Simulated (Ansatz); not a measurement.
Planning a run of Ansatz 0.2.0 on Ta2O5 (Pmmm). The input:

```yaml
crystal:
  lattice:
    - [3.677, 0.0, 0.0]
    - [0.0, 3.897, 0.0]
    - [0.0, 0.0, 6.217]
  atoms:
    - { symbol: Ta, position: [0.5, 0.0, 0.5] }
    - { symbol: Ta, position: [0.0, 0.0, 0.0] }
    - { symbol: O, position: [0.0, 0.0, 0.319] }
    - { symbol: O, position: [0.0, 0.0, 0.681] }
    - { symbol: O, position: [0.5, 0.5, 0.5] }
    - { symbol: O, position: [0.5, 0.0, 0.0] }
    - { symbol: O, position: [0.0, 0.5, 0.0] }
kpoints:
  mp_grid: { grid: [4, 4, 2] }
  band_path:
    path:
      - [0.0, 0.0, 0.0]
      - [0.5, 0.0, 0.0]
      - [0.5, 0.5, 0.0]
      - [0.0, 0.5, 0.0]
      - [0.0, 0.0, 0.5]
      - [0.5, 0.0, 0.5]
      - [0.5, 0.5, 0.5]
      - [0.0, 0.5, 0.5]
    npoints: 1
hamiltonian:
  xc: hse06
scf:
  occupations: { method: fixed }
  n_extra_bands: 6
output:
  eigenvalues: true
```

```sh
ansatz run input.yaml --threads 3 --pin off --max-ram 64512MiB --backend cuda --events-out ev --progress --plain --runs-dir out --devices 1 --max-vram 24GiB  # rebuilt from the run's record
```

Estimate wall time and host memory on 1 × NVIDIA H100 80GB HBM3 (shared by 3 runs) with 3 threads of AMD EPYC 7R13 (Zen 3), shared host.

It took 16 s; on shared hardware allow 8.1 s to 32 s. Peak host memory was 1.3 GiB. The sizes that set the cost: 1749 plane waves a state, 18 irreducible k points and 18 SCF cycles.

Exact exchange couples every pair of k points and filled bands, so it costs far more than a semilocal run.

[Paths, hosts, dates, memory and timing lines, banners, echoed tables and standing remarks are left out of the program output.]

[Logs are printed without paths, hosts, clocks, repeated set-up lines and the standing remarks that a program may print on its own settings, such as how far it seeks lower states.]

[Runs of the session that timed out or met a known fault of the program may be left out.]

[Cells called generated may have been cut or substituted from an entry of the Crystallography Open Database or the Materials Project.]

[Hosts, paths, dates, database ids (printed as entryN), source tags and the programs' standing remarks are cut or masked in the printed files.]
